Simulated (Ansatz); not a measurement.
Clusters are cut from relaxed bulk HfB (Fm-3m, 14.12 Å³/atom, gap on the mesh 0.00 eV) and relaxed in a periodic box with vacuum; the excess energy counts from that bulk.

All numbers below come from DFT PBE, scalar-relativistic, plane waves, PAW in Ansatz 0.2.0.

Cutoff 420 eV; k points 1×1×1 on the computed 8-atom cell (Γ-centred); Gaussian smearing, width 0.05 eV; collinear spin from starting moments 1.2 0.4 1.2 0.4 1.2 0.4 1.2 0.4 μB.

Start (Hf4B4, sphere cut, shaken):

```xyz
8
Lattice="10.9000 0.0000 0.0000 0.0000 11.2000 0.0000 0.0000 0.0000 11.5000" Properties=species:S:1:pos:R:3 pbc="T T T"
Hf    4.2331    4.3991    4.5415
B     6.6798    4.2648    4.6535
Hf    4.2779    6.7537    6.9570
B     6.6487    6.8310    6.8276
Hf    6.7787    4.3432    6.9435
B     4.1936    4.4029    7.0175
Hf    6.7738    6.8108    4.6647
B     4.2688    6.7659    4.5436
```

Q: What does the relaxation give?

A: The free energy falls by 358 meV/atom.

| Quantity | Value |
| --- | --- |
| excess energy (eV per host atom) | 2.333 |
| gap on the mesh (eV) | 0.40 |
| highest filled level or Fermi level under vacuum (eV) | 3.80 |
| size of the moment (μB per cell) | 4.00 |

Relaxed structure:
```
CELL_PARAMETERS angstrom
10.90000 0.00000 0.00000
0.00000 11.20000 0.00000
0.00000 0.00000 11.50000
ATOMIC_POSITIONS crystal
Hf 0.40319 0.39977 0.39977
B 0.60582 0.38453 0.40575
Hf 0.40425 0.60595 0.59362
B 0.60683 0.59859 0.60829
Hf 0.61019 0.40099 0.59773
B 0.40672 0.40785 0.59263
Hf 0.59588 0.58458 0.41356
B 0.39045 0.59732 0.40159
```

Spin-orbit coupling is left out, which matters for the bands of heavy elements.

Each run keeps its start's symmetry and one magnetic start, so lower states can exist.

The run took 56 s on 4 threads of Arm Neoverse V2, on a shared host, peak memory 1.3 GiB.